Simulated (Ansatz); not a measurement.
## A series in volume per atom on In

Equation of state of a cubic crystal from periodic Kohn-Sham density functional theory without spin; pressure corrected for the finite basis. The results are calculated, by Ansatz 0.2.0 development build.

Cell of the first row (space group Im-3m, No. 229):
```
In
1.0
     -1.8687     1.8687     1.8687
      1.8687    -1.8687     1.8687
      1.8687     1.8687    -1.8687
In
1
Direct
  0.00000 0.00000 0.00000
```

Settings of every row: formula In; structure type bcc; functional PBE; spin treatment none; k mesh 20x20x20; occupation method fermi-dirac; occupation width 0.061225619 eV; wave cutoff 700 eV; datasets hard PAW; density cutoff ratio 4.

Limits: a cubic model structure, not a phase known at ambient conditions; modest k-mesh, values are not fully converged in k; the SCF threshold is loose for a stress in some rows.

| row | volume per atom (Å³) | energy above lowest point (meV/atom) | pressure (GPa) |
| --- | --- | --- | --- |
| 1 | 26.101 | 12.44 | 2.527 |
| 2 | 26.656 | ? | ? |
| 3 | 27.211 | 1.33 | 0.754 |
| 4 | 27.767 | 0 | 0.03 |
| 5 | 28.322 | 1.02 | -0.606 |
| 6 | 28.877 | 4.12 | -1.174 |
| 7 | 29.432 | 9.09 | -1.682 |

Question: what energy above lowest point and pressure should row 2 give?

Worked fit of energy above lowest point. Take u = (V_r/V)^(2/3) − 1 with V_r = 28.044 Å³ an atom, which is twice the finite (Eulerian) strain; such expansions in the strain, on which the Birch-Murnaghan equation of state is built, carry the rest volume and the bulk modulus. The shown rows have u = 0.04903, 0.02031, 0.00664, -0.00655, -0.01932, -0.03169. Least squares give energy above lowest point = 0.225 − 78.52 × u + 6477.6 × u² + 4171 × u³ meV/atom; a parabola predicts inner rows, each left out in turn, worse (root mean square 0.086 against 0.02 meV/atom). The rows lie off it by 0.00, -0.01, 0.01, 0.00, -0.01, 0.00. Its lowest point lies at u = 0.0060, or V = 27.79 Å³ an atom, and the curvature there gives the bulk modulus at fixed shape and fractions, B = (4/9)(1 + u)² E″(u)/V = 34 GPa. The withheld row has u = 0.03442, so the fit gives 0.225 − 78.52 × (0.03442) + 6477.6 × (0.03442)² + 4171 × (0.03442)³ = 5.37 meV/atom.

The calculation gave 5.35 meV/atom. The fit lies 0.02 meV/atom (0.16 % of the column's range) above it; its largest miss of a shown row is 0.01 meV/atom.

Worked fit of pressure. Take u = (V_r/V)^(2/3) − 1 with V_r = 28.044 Å³ an atom, which is twice the finite (Eulerian) strain; such expansions in the strain, on which the Birch-Murnaghan equation of state is built, carry the rest volume and the bulk modulus. The shown rows have u = 0.04903, 0.02031, 0.00664, -0.00655, -0.01932, -0.03169. Least squares give pressure = −0.2975 + 48.243 × u + 162.15 × u² + 588.3 × u³ GPa; a parabola predicts inner rows, each left out in turn, worse (root mean square 0.012 against 0.001 GPa). The rows lie off it by 0.000, 0.000, 0.000, 0.001, -0.001, 0.000. The pressure vanishes at u = 0.0060, or V = 27.79 Å³ an atom, and there the bulk modulus at fixed shape and fractions is B = −V dP/dV = (2/3)(1 + u) dP/du = 33.7 GPa. The withheld row has u = 0.03442, so the fit gives −0.2975 + 48.243 × (0.03442) + 162.15 × (0.03442)² + 588.3 × (0.03442)³ = 1.579 GPa.

The calculation gave 1.583 GPa. The fit lies 0.004 GPa (0.095 % of the column's range) below it; its largest miss of a shown row is 0.001 GPa.
